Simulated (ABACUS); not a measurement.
A run of ABACUS 3.10.1 is set up as follows.

INPUT

```
INPUT_PARAMETERS
suffix              BN
calculation         nscf
basis_type          lcao
pseudo_dir          ./
orbital_dir         ./
symmetry            -1
dft_functional      GGA_X_B88+GGA_C_LYP
ecutwfc             100.0
pseudo_rcut         10
nspin               1
nbands              14
ks_solver           genelpa
smearing_method     fd
smearing_sigma      0.00367493
scf_thr             1e-07
scf_nmax            100
mixing_type         broyden
mixing_beta         0.7
init_chg            file
out_band            1
```

The input STRU:

```
ATOMIC_SPECIES
N 14.0070 N.upf
B 10.8100 B.upf

NUMERICAL_ORBITAL
N_confined-atom_6au_2s2p1d.orb
B_confined-atom_7au_2s2p1d.orb

LATTICE_CONSTANT
1.8897261246

LATTICE_VECTORS
1.2511217832 0.7223354983 3.3729344033
-1.2511217832 0.7223354983 3.3729344033
0.0000000000 -1.4446709966 3.3729344033

ATOMIC_POSITIONS
Direct

N
0.0
1
0.6672382000 0.6672382000 0.6672382000 1 1 1

B
0.0
1
0.0003288000 0.0003288000 0.0003288000 1 1 1
```

The input KPT:

```
K_POINTS
13
Line
0.00000000 0.00000000 0.00000000 10 // G
0.50000000 0.00000000 0.00000000 10 // L
0.50000000 0.19724198 -0.19724198 1 // B1
0.80275802 0.50000000 0.19724198 10 // B
0.50000000 0.50000000 0.50000000 10 // Z
0.00000000 0.00000000 0.00000000 10 // G
0.34862099 0.00000000 -0.34862099 1 // X
0.65137901 0.34862099 0.00000000 10 // Q
0.50000000 0.50000000 0.00000000 10 // F
0.65137901 0.65137901 0.19724198 10 // P1
0.50000000 0.50000000 0.50000000 1 // Z
0.50000000 0.00000000 0.00000000 10 // L
0.80275802 0.34862099 0.34862099 1 // P
```

Potentials or basis: Ansatz NC PBE, DZP LCAO (the cutoffs set its grid).

Run with:

```sh
$ OMP_NUM_THREADS=1 mpirun -np 4 abacus > log
```

Problem. Predict the band gap along the path.

Solution. 4.27 eV, indirect (least direct gap 4.72 eV).

Levels at the corners of the path, in eV from the Fermi level:
```csv
point,band 2,band 3,band 4,band 5,band 6,band 7
Γ,-6.88,-4.20,-4.20,2.58,8.90,8.90
L,-11.71,-6.97,-3.31,2.58,7.27,10.81
B1,-10.75,-9.69,-3.10,2.12,10.02,11.62
B,-10.75,-9.69,-3.10,2.12,10.02,11.62
Z,-8.84,-4.22,-4.22,7.46,8.83,8.83
Γ,-6.88,-4.20,-4.20,2.58,8.90,8.90
X,-10.73,-9.87,-2.84,1.95,10.01,11.38
Q,-10.73,-9.87,-2.84,1.95,10.01,11.38
F,-11.58,-7.03,-3.88,1.60,7.25,12.60
P1,-11.44,-6.97,-4.20,2.32,7.33,12.35
Z,-8.84,-4.22,-4.22,7.46,8.83,8.83
L,-11.71,-6.97,-3.31,2.58,7.27,10.81
P,-11.44,-6.97,-4.20,2.32,7.33,12.35
```

Caveat: the atomic orbitals were generated for these runs and aren't a published set; the density is read from an earlier self-consistent run, whose mesh may be coarse; the basis of atomic orbitals isn't converged, which shifts pressures, moduli and gaps.
